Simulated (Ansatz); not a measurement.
**The 2H-MoTe2 bilayer (2H stacking) under a gate**

How does the 2H-MoTe2 bilayer (2H stacking) take up charge from its gate?

Calculated with Ansatz 0.2.0; plane-wave DFT, PBE-D3(BJ), Ansatz PAW (set soft_1); PAW set soft_1, in the first sound run; inputs show where later runs differ.

## (1) The starting structure

The cell holds 6 atoms: 4 Te and 2 Mo. Its edges and angles: a = 3.550 Å, b = 3.550 Å, c = 52.648 Å, α = 90.0°, β = 90.0°, γ = 120.0°. Regions: layer 1: 2H-MoTe2, 3 atoms (2 Te and 1 Mo); layer 2: 2H-MoTe2, 3 atoms (2 Te and 1 Mo). Vacuum lies along c.

## (2) Relaxing the slab

The starting cell is a guess, so the in-plane lattice and the atoms are relaxed first, with the slab cut off from its images along the normal.

File input.yaml:

```yaml
crystal:
  lattice:
    - [3.55, 0.0, 0.0]
    - [-1.775, 3.0743901834, 0.0]
    - [0.0, 0.0, 52.6482052597]
  atoms:
    - { symbol: Te, position: [0.3333333333, 0.6666666667, 0.3969745958] }
    - { symbol: Mo, position: [0.0, 0.0, 0.432817248] }
    - { symbol: Te, position: [0.3333333333, 0.6666666667, 0.4686599003] }
    - { symbol: Te, position: [0.0, 0.0, 0.5313400997] }
    - { symbol: Mo, position: [0.3333333333, 0.6666666667, 0.567182752] }
    - { symbol: Te, position: [0.0, 0.0, 0.6030254042] }
  periodic: [true, true, false]
kpoints:
  mp_grid: { grid: [12, 12, 1] }
hamiltonian:
  xc: pbe
  dispersion: d3bj
  pseudopotentials: { kind: paw, azcp: { folder: soft_1 } }
scf:
  occupations: { method: fermi_dirac, width: 0.05 }
  convergence: { dr2_threshold: 1.0e-09 }
relax:
  f_tol: 0.004
  max_steps: 90
  cell: {}
output:
  write_potential: true
  write_density: true
  volumetric_format: npy
```

Run with:

```bash
> ansatz run input.yaml --threads 4 --pin off --max-ram 16384MiB --backend cpu --events-out ev --progress --plain --runs-dir out
```

Numbers of over 12 decimals in the logs are rounded to 6 here.

What it wrote:

```text
Warning: relax.cell: scf.convergence.dr2_threshold = 1e-9 eV is looser than the 1.38042845272e-10 eV advised for a relaxation that steers and ends on the stress (1e-10 eV for each atom of the cell: 6, times the square of relax.cell.stress_2d_tol = 0.05 N/m over 20.8 Å (the atoms' height at the walk's start and 5 Å past either face), 2.398e-2 GPa, over a crystal's default 0.05). What an SCF threshold leaves in a stress goes as its square root, and in the free energy as the threshold itself, and one threshold admits the most on a small cell: [figures from the program's tests cut] Set scf.convergence.dr2_threshold to 1.38042845272e-10 eV or tighter. [rest of the remark cut]
Engine: ansatz 0.2.0, aarch64-unknown-linux-gnu
Pseudopotentials: kind: paw
Pseudopotential: Te, paw, valence charge 16, recommended cutoff 420 eV (normal), soft_1/Te.paw.azcp
Pseudopotential: Mo, paw, valence charge 14, recommended cutoff 420 eV (normal), soft_1/Mo.paw.azcp
Functional definition: PBE
  parameter kappa = 0.804
  parameter beta = 0.066725
  exchange = pbe_x(kappa = kappa, mu = beta*pi^2/3)
  correlation = pbe_c(beta = beta)
Crystal: 6 atoms, lattice volume = 574.607 Å³
Basis set: ecut = 420 eV, 11101 PW (Γ), exchange–correlation on 48×48×720 points (8 copies of the dense FFT grid, shifted against one another)
Bands: 56, of which v1, the nominal top of the filled ones, is band 46 counted from 1 (45 counted from 0)
Symmetry: 12 space group operations
Space group: P-3m1 (ITA 164), of the structure as read, at distance tolerance 8.3e-5 Å
k-points: 19 of 144
Non-local potential: Te, projectors of the file, l = 0: 2, l = 1: 2, l = 2: 2, l = 3: 1
Non-local potential: Mo, projectors of the file, l = 0: 3, l = 1: 2, l = 2: 2, l = 3: 1
PAW form: soft (Blöchl's): semilocal exchange-correlation on the pseudo side does not see the compensation charge
PAW one-centre angular grid: Te, 590 points (default); XC on 64 Gauss nodes
PAW one-centre angular grid: Mo, 590 points (default); XC on 64 Gauss nodes
Initial density: superposition of atomic densities (neutral atoms: chi_scale 0, normalization atom)
Initial wavefunctions: pseudopotential atomic-orbital guess
Functional: x = pbe(κ = 0.804, μ = 0.219515), c = pbe(β = 0.066725)
SCF iter   1: F=—  HF=-37837.879631 eV  |F-HF|=—  |Δ(HF+E_count)|=         —  Δρ=2.68e-2  dr2=5.98e0  ethr=3.10e-3  ⟨swp⟩=20.8  Hψ=7460  notcnv=0
preconditioner: auto → Resta (q_TF=auto, 2.010 Å⁻¹)  ε∞=2.6  [insulator: Δε(μ)=0.886 eV  Ē_g=7.409 eV  σ=0.050 eV  W_gap=1.00  n_scr=32 (ndim 8)  ℏωp=9.3 eV  f_vac=0.714  D(μ)=0.00/eV (n_scr^D=0)  ε∞_Penn≈2.6  vacuum switching on, ρ_ref=4.0e-3 e/Å³]
SCF iter   2: F=—  HF=-37837.367674 eV  |F-HF|=—  |Δ(HF+E_count)|=   5.12e-1  Δρ=1.96e-2  dr2=8.75e0  ethr=3.10e-3  ⟨swp⟩=3.9  Hψ=2764  notcnv=0  defer=37
SCF iter   3: F=—  HF=-37836.603818 eV  |F-HF|=—  |Δ(HF+E_count)|=   7.64e-1  Δρ=1.07e-2  dr2=1.01e0  ethr=3.10e-3  ⟨swp⟩=4.1  Hψ=2022  notcnv=0  defer=36
SCF iter   4: F=—  HF=-37836.457227 eV  |F-HF|=—  |Δ(HF+E_count)|=   1.47e-1  Δρ=3.33e-3  dr2=5.80e-2  ethr=1.10e-3  ⟨swp⟩=3.2  Hψ=1878  notcnv=0  defer=35
SCF iter   5: F=—  HF=-37836.449332 eV  |F-HF|=—  |Δ(HF+E_count)|=   7.90e-3  Δρ=9.26e-4  dr2=4.35e-2  ethr=6.31e-5  ⟨swp⟩=3.2  Hψ=1901  notcnv=0  defer=35
SCF iter   6: F=—  HF=-37836.446371 eV  |F-HF|=—  |Δ(HF+E_count)|=   2.96e-3  Δρ=3.96e-4  dr2=1.20e-3  ethr=4.73e-5  ⟨swp⟩=2.7  Hψ=1457  notcnv=0  defer=35
SCF iter   7: F=—  HF=-37836.446337 eV  |F-HF|=—  |Δ(HF+E_count)|=   3.35e-5  Δρ=1.45e-4  dr2=1.28e-4  ethr=1.30e-6  ⟨swp⟩=4.1  Hψ=2159  notcnv=0  defer=35
SCF iter   8: F=—  HF=-37836.446366 eV  |F-HF|=—  |Δ(HF+E_count)|=   2.91e-5  Δρ=2.68e-5  dr2=6.31e-6  ethr=1.39e-7  ⟨swp⟩=3.4  Hψ=1918  notcnv=0  defer=35
SCF iter   9: F=—  HF=-37836.446442 eV  |F-HF|=—  |Δ(HF+E_count)|=   7.54e-5  Δρ=7.03e-6  dr2=5.59e-7  ethr=6.86e-9  ⟨swp⟩=3.4  Hψ=2268  notcnv=0  defer=35
SCF iter  10: F=—  HF=-37836.446442 eV  |F-HF|=—  |Δ(HF+E_count)|=   2.50e-7  Δρ=1.68e-6  dr2=3.81e-8  ethr=6.08e-10  ⟨swp⟩=3.5  Hψ=2061  notcnv=0  defer=35
SCF iter  11: F=—  HF=-37836.446442 eV  |F-HF|=—  |Δ(HF+E_count)|=   1.06e-8  Δρ=5.39e-7  dr2=5.74e-9  ethr=4.15e-11  ⟨swp⟩=3.3  Hψ=2164  notcnv=0  defer=35
SCF iter  12: F=-37836.446442 eV  HF=-37836.446442 eV  |F-HF|=5.24e-10  |Δ(HF+E_count)|=   1.78e-9  Δρ=1.43e-7  dr2=4.58e-10  ethr=1.09e-12  ⟨swp⟩=12.6  Hψ=7599  notcnv=0
SCF 1 converged in 12 iterations: F = -37836.446442 eV  dr2 = 4.58e-10
  greatest PAW one-centre occupation: 0.999 electrons in one spin orbital (limit 2), on the Mo atom at site 4 (counted from 0), in its partial waves of l = 0
relax step   1: F+E_penalty+E_count = -37836.44644199 eV  Δ(F+E_penalty+E_count) = +0.000e0 eV  max|allowed force component| = 1.078e0 eV/Å  Δτ_max = 0.0000 Å  P = -6.952 N/m  Ω = 574.607 Å³  fix = [c, alpha, beta]  reactions: c -0.000 N/m  (12 SCF iters, accepted)
Crystal: 6 atoms, lattice volume = 562.397 Å³
Basis set: ecut = 420 eV, 10969 PW (Γ), exchange–correlation on 48×48×720 points (8 copies of the dense FFT grid, shifted against one another)
Initial density: handed on by an earlier stage of this run
Initial wavefunctions: those handed on with the density
iter 1 solved again at ethr=6.11e-4 eV; its pass at ethr=3.10e-3 eV (dr2=5.62e-1 eV) is discarded
SCF iter   1: F=—  HF=-37836.366394 eV  |F-HF|=—  |Δ(HF+E_count)|=         —  Δρ=7.44e-3  dr2=5.65e-1  ethr=6.11e-4  ⟨swp⟩=2.6  Hψ=7838  notcnv=0
preconditioner: auto → Resta (q_TF=auto, 2.018 Å⁻¹)  ε∞=2.5  [insulator: Δε(μ)=0.693 eV  Ē_g=7.551 eV  σ=0.050 eV  W_gap=1.00  n_scr=32 (ndim 8)  ℏωp=9.4 eV  f_vac=0.725  D(μ)=0.00/eV (n_scr^D=0)  ε∞_Penn≈2.5  vacuum switching on, ρ_ref=4.1e-3 e/Å³]
SCF iter   2: F=—  HF=-37836.382257 eV  |F-HF|=—  |Δ(HF+E_count)|=   1.59e-2  Δρ=6.70e-3  dr2=7.45e-1  ethr=6.11e-4  ⟨swp⟩=4.3  Hψ=2011  notcnv=0
SCF iter   3: F=—  HF=-37836.293859 eV  |F-HF|=—  |Δ(HF+E_count)|=   8.84e-2  Δρ=2.41e-3  dr2=2.39e-2  ethr=6.11e-4  ⟨swp⟩=3.7  Hψ=1884  notcnv=0  defer=34
SCF iter   4: F=—  HF=-37836.289561 eV  |F-HF|=—  |Δ(HF+E_count)|=   4.30e-3  Δρ=3.41e-4  dr2=3.74e-4  ethr=2.60e-5  ⟨swp⟩=3.5  Hψ=1903  notcnv=0  defer=38
SCF iter   5: F=—  HF=-37836.289624 eV  |F-HF|=—  |Δ(HF+E_count)|=   6.28e-5  Δρ=9.13e-5  dr2=7.30e-5  ethr=4.07e-7  ⟨swp⟩=3.8  Hψ=2429  notcnv=0  defer=38
SCF iter   6: F=—  HF=-37836.289661 eV  |F-HF|=—  |Δ(HF+E_count)|=   3.71e-5  Δρ=4.10e-5  dr2=1.54e-4  ethr=7.93e-8  ⟨swp⟩=3.3  Hψ=1813  notcnv=0  defer=38
SCF iter   7: F=—  HF=-37836.289647 eV  |F-HF|=—  |Δ(HF+E_count)|=   1.39e-5  Δρ=1.83e-5  dr2=1.20e-5  ethr=7.93e-8  ⟨swp⟩=2.6  Hψ=1331  notcnv=0  defer=38
[...]
SCF iter   8: F=—  HF=-37836.662076 eV  |F-HF|=—  |Δ(HF+E_count)|=   9.98e-5  Δρ=5.60e-6  dr2=2.99e-7  ethr=3.78e-9  ⟨swp⟩=3.5  Hψ=2295  notcnv=0  defer=22
SCF iter   9: F=—  HF=-37836.662076 eV  |F-HF|=—  |Δ(HF+E_count)|=   4.16e-8  Δρ=1.67e-6  dr2=3.38e-8  ethr=3.25e-10  ⟨swp⟩=3.9  Hψ=2369  notcnv=0  defer=22
SCF iter  10: F=—  HF=-37836.662076 eV  |F-HF|=—  |Δ(HF+E_count)|=   2.91e-9  Δρ=3.55e-7  dr2=1.50e-9  ethr=3.67e-11  ⟨swp⟩=3.8  Hψ=2406  notcnv=0  defer=22
SCF iter  11: F=-37836.662076 eV  HF=-37836.662076 eV  |F-HF|=1.03e-9  |Δ(HF+E_count)|=   1.76e-9  Δρ=1.79e-7  dr2=6.45e-10  ethr=1.09e-12  ⟨swp⟩=12.5  Hψ=7739  notcnv=0
SCF 3 converged in 11 iterations: F = -37836.662076 eV  dr2 = 6.45e-10
relax step   3: F+E_penalty+E_count = -37836.66207583 eV  Δ(F+E_penalty+E_count) = -2.156e-1 eV  max|allowed force component| = 2.393e-1 eV/Å  Δτ_max = 0.0946 Å  P = -1.287 N/m  Ω = 560.097 Å³  energy of the carried Pulay correction = +7.295e-4 eV  fix = [c, alpha, beta]  reactions: c -0.000 N/m  (11 SCF iters, accepted)
[...]
relax step   4: F+E_penalty+E_count = -37836.67512625 eV  Δ(F+E_penalty+E_count) = -1.305e-2 eV  max|allowed force component| = 1.536e-2 eV/Å  Δτ_max = 0.0965 Å  P = +0.160 N/m  Ω = 558.127 Å³  energy of the carried Pulay correction = +8.310e-4 eV  fix = [c, alpha, beta]  reactions: c +0.000 N/m  (10 SCF iters, accepted)
[...]
relax step   5: F+E_penalty+E_count = -37836.67518928 eV  Δ(F+E_penalty+E_count) = -6.303e-5 eV  max|allowed force component| = 1.399e-2 eV/Å  Δτ_max = 0.0024 Å  P = +0.033 N/m  Ω = 558.764 Å³  energy of the carried Pulay correction = +7.981e-4 eV  fix = [c, alpha, beta]  reactions: c +0.000 N/m  (8 SCF iters, accepted)
[...]
relax step   6: F+E_penalty+E_count = -37836.67524111 eV  Δ(F+E_penalty+E_count) = -5.183e-5 eV  max|allowed force component| = 1.268e-2 eV/Å  Δτ_max = 0.0124 Å  P = +0.076 N/m  Ω = 558.464 Å³  energy of the carried Pulay correction = +8.135e-4 eV  fix = [c, alpha, beta]  reactions: c +0.000 N/m  (10 SCF iters, accepted)
[...]
relax step   7: F+E_penalty+E_count = -37836.67527727 eV  Δ(F+E_penalty+E_count) = -3.615e-5 eV  max|allowed force component| = 1.219e-3 eV/Å  Δτ_max = 0.0046 Å  P = +0.005 N/m  Ω = 558.660 Å³  energy of the carried Pulay correction = +8.034e-4 eV  fix = [c, alpha, beta]  reactions: c +0.000 N/m  (8 SCF iters, accepted)
Initial wavefunctions: pseudopotential atomic-orbital guess (no wavefunctions were taken with the density)
iter 1 solved again at ethr=1.01e-7 eV; its pass at ethr=3.10e-3 eV (dr2=9.26e-5 eV) is discarded
SCF iter   1: F=—  HF=-37836.674413 eV  |F-HF|=—  |Δ(HF+E_count)|=         —  Δρ=1.88e-5  dr2=4.66e-7  ethr=1.01e-7  ⟨swp⟩=7.3  Hψ=12303  notcnv=0
SCF iter   2: F=—  HF=-37836.674427 eV  |F-HF|=—  |Δ(HF+E_count)|=   1.45e-5  Δρ=8.64e-6  dr2=8.03e-8  ethr=5.06e-10  ⟨swp⟩=4.6  Hψ=3094  notcnv=0
SCF iter   3: F=—  HF=-37836.674428 eV  |F-HF|=—  |Δ(HF+E_count)|=   1.06e-7  Δρ=2.59e-6  dr2=9.05e-8  ethr=8.73e-11  ⟨swp⟩=3.0  Hψ=2258  notcnv=0
SCF iter   4: F=—  HF=-37836.674428 eV  |F-HF|=—  |Δ(HF+E_count)|=  9.90e-10  Δρ=1.43e-6  dr2=2.84e-8  ethr=8.73e-11  ⟨swp⟩=2.9  Hψ=1460  notcnv=0
SCF iter   5: F=—  HF=-37836.674428 eV  |F-HF|=—  |Δ(HF+E_count)|=  1.31e-10  Δρ=5.20e-7  dr2=1.69e-9  ethr=3.09e-11  ⟨swp⟩=2.6  Hψ=1468  notcnv=0
SCF iter   6: F=-37836.674428 eV  HF=-37836.674428 eV  |F-HF|=2.69e-10  |Δ(HF+E_count)|=  6.62e-10  Δρ=2.25e-7  dr2=7.02e-10  ethr=1.09e-12  ⟨swp⟩=19.1  Hψ=8781  notcnv=0
SCF 8 converged in 6 iterations: F = -37836.674428 eV  dr2 = 7.02e-10
relax step   8: F+E_penalty+E_count = -37836.67442755 eV  Δ(F+E_penalty+E_count) = +8.497e-4 eV  max|allowed force component| = 1.202e-3 eV/Å  Δτ_max = 0.0000 Å  P = +0.007 N/m  Ω = 558.660 Å³  fix = [c, alpha, beta]  reactions: c +0.000 N/m  stress off target by 6.90e-3 N/m on what of the cell is left free  SCF on the basis re-selected at this cell (its energy is not comparable with the rows above)  (6 SCF iters)
basis re-selected at this cell: Δ(F+E_penalty+E_count) = +8.497e-4 eV, ΔP = +0.002 N/m vs the last step (what re-selecting the basis moved, of the pressure what is left beyond the Pulay correction that the steps carried, after the strain that the cell walked since its last selection, with what the two solves' SCF thresholds leave and, on support functions, any second-order correction that the steps lacked; it is no m [...]
WARN: The output density's exchange-correlation potential varies sharply where the density is thin. Do not read a vacuum level from v_tot or v_xc, or from such a field of the output density. On a cell that repeats whose density bears no net charge and no dipole along the vacuum's axis use v_es (v_loc + v_h of the components); under efield.dipole_correction with no amplitude use v_es + v_field, which holds any externa [...]
SCF converged after 6 iterations
Free energy (F): -37836.674428 eV
Harris-Foulkes:  -37836.674428 eV  (|F-HF|=2.69e-10)
Internal energy: -37836.674410 eV  (E = F + TS)
E sigma→0 (E₀):  -37836.674419 eV
Entropy (-TS):   -0.000017 eV (-0.003 meV/atom)
Fermi energy:    -4.260408 eV
--- Per-component energies (eV) ---
  E_band       = -2721.360003
  E_kinetic    = 1536.737679
  E_local      = -644022.663435  (includes V_loc(G=0)·N_el)
  E_nonlocal   = 565.164302
  E_hartree    = 320978.071563
  E_xc         = -842.619898
  E_vxc        = -847.775770  (∫ρ·V_xc dr)
  E_paw        = -25112.420268  (= ΣΔE_a)
  E_vpaw       = -1908.959801  (= ΣTr[D̂ρ^β])
  E_aug_tail   = 0.000467  (compensation charges beyond the density's cutoff)
  E_ewald      = 309063.901733
  E_disp       = -2.846553  (pairwise vdW)
  E_smearing   = -0.000017  (= −TS)
  E_closure    = 0.000000  (closes the sum)
  Σ components = -37836.674428   (vs F -37836.674428, Δ=0.00e0)
--- Forces (eV/Å), atoms counted from 1 ---
  atom   1  Te     0.00000000    -0.00000000     0.00075645
  atom   2  Mo    -0.00000000     0.00000000    -0.00120151
  atom   3  Te     0.00000000    -0.00000000     0.00061740
  atom   4  Te     0.00000000     0.00000000    -0.00061740
  atom   5  Mo    -0.00000000    -0.00000000     0.00120151
  atom   6  Te     0.00000000     0.00000000    -0.00075645
  max |Σ_I F_I| component: 3.70e-17 eV/Å
--- 2D stress c σ (N/m, compression-positive) ---
        0.006898      -0.000000       0.000000
       -0.000000       0.006898       0.000000
        0.000000       0.000000       0.000000
  P = ½ c Tr σ = 0.0069 N/m
--- Band table (eV; the first three rows and the last of 19) ---
  k-point 0: bands = [... 42 lower, -5.6360, -5.6360, -5.5483, -4.6680, -1.7210, -1.7210, -1.6019, -1.6019, ... 6 higher]
  k-point 1: bands = [... 42 lower, -5.6885, -5.5501, -5.4935, -4.7097, -2.1034, -2.0167, -1.9337, -1.8516, ... 6 higher]
  k-point 2: bands = [... 42 lower, -5.8529, -5.5816, -5.5235, -5.0481, -2.8362, -2.7186, -2.5716, -2.4080, ... 6 higher]
  k-point 18: bands = [... 42 lower, -6.6140, -6.6140, -4.9309, -4.7709, -3.6298, -3.6298, -3.3484, -2.7570, ... 6 higher]
  the weakly bound empty levels are not read free of the cell's end (no_gap_told)
--- Relaxed structure (7 steps of the walk, 6 accepted, 1 SCFs on fresh bases) ---
  F+E_penalty+E_count = -37836.67442755 eV   max|allowed force component| = 1.202e-3 eV/Å   (the final SCF, on the basis selected at the relaxed cell)
  cell:  # Å, volume = 558.6604 Å³
    - [3.500393, 0, 0]
    - [-1.750197, 3.031429, 0]
    - [0, 0, 52.6482052597]
  atoms:
    - { symbol: Te, position: [0.333333, 0.666667, 0.400420] }
    - { symbol: Mo, position: [1.271135238392677e-17, -5.08852219630634e-17, 0.434918] }
    - { symbol: Te, position: [0.333333, 0.666667, 0.469451] }
    - { symbol: Te, position: [7.948781782086091e-18, -5.08852219630634e-17, 0.530549] }
    - { symbol: Mo, position: [0.333333, 0.666667, 0.565082] }
    - { symbol: Te, position: [3.579153253181965e-18, -5.08852219630634e-17, 0.599580] }
```

It took 82 s on 4 threads of Arm Neoverse V1, shared host; peak memory 1.3 GiB.

The steps of the relaxation:

| step | energy less that of the first step (eV) | largest force component (eV/Å) | volume (Å³) |
| --- | --- | --- | --- |
| 1 | 0.0000 | 1.0778 | 574.61 |
| 2 | 0.1567 | 1.7660 | 562.40 |
| 3 | -0.2156 | 0.2393 | 560.10 |
| 4 | -0.2287 | 0.0154 | 558.13 |
| 5 | -0.2287 | 0.0140 | 558.76 |
| 6 | -0.2288 | 0.0127 | 558.46 |
| 7 | -0.2288 | 0.0012 | 558.66 |
| 8* | -0.2280 | 0.0012 | 558.66 |

Relaxation steps marked * repeat the geometry before them on a plane-wave basis chosen anew for their cell, so energy and pressure can jump there. Relaxation step 2 was tried and not accepted.

The run keeps the 12 symmetry operations that it works with, so distortions that break them were not tested.

| cell as run | before | after | change |
| --- | --- | --- | --- |
| a (Å) | 3.550 | 3.500 | -1.4 % |
| b (Å) | 3.550 | 3.500 | -1.4 % |

The atoms that moved most (Å, along periodic axes as changes of fractional coordinates times the final cell, across vacuum about the mean position):

| atom | dx | dy | dz | length |
| --- | --- | --- | --- | --- |
| Te6 | 0.000 | 0.000 | -0.181 | 0.181 |
| Te1 | 0.000 | 0.000 | 0.181 | 0.181 |
| Mo2 | 0.000 | 0.000 | 0.111 | 0.111 |
| Mo5 | 0.000 | 0.000 | -0.111 | 0.111 |
| Te4 | 0.000 | 0.000 | -0.042 | 0.042 |
| Te3 | 0.000 | 0.000 | 0.042 | 0.042 |

The relaxed structure:

```xyz
6
Lattice="3.5004 0.0000 0.0000 -1.7502 3.0314 0.0000 0.0000 0.0000 52.6482" Properties=species:S:1:pos:R:3
Te    0.0000    2.0210   21.0814
Mo    0.0000    0.0000   22.8977
Te    0.0000    2.0210   24.7158
Te    0.0000    0.0000   27.9324
Mo    0.0000    2.0210   29.7505
Te    0.0000    0.0000   31.5668
```

The lattice constant a goes from 3.550 to 3.500 Å.

(Continued in part 2 of 3.)

[Logs are printed without paths, hosts, clocks, repeated set-up lines and the standing remarks that a program may print on its own settings, such as how far it seeks lower states.]

[Hosts, paths, dates, database ids (printed as entryN), source tags and the programs' standing remarks are cut or masked in the printed files.]

[Maps of the electrostatic potential energy from Ansatz leave out the sawtooth potential of an applied field or a dipole correction, so their vacuum need not be flat; planar profiles and work functions include it.]
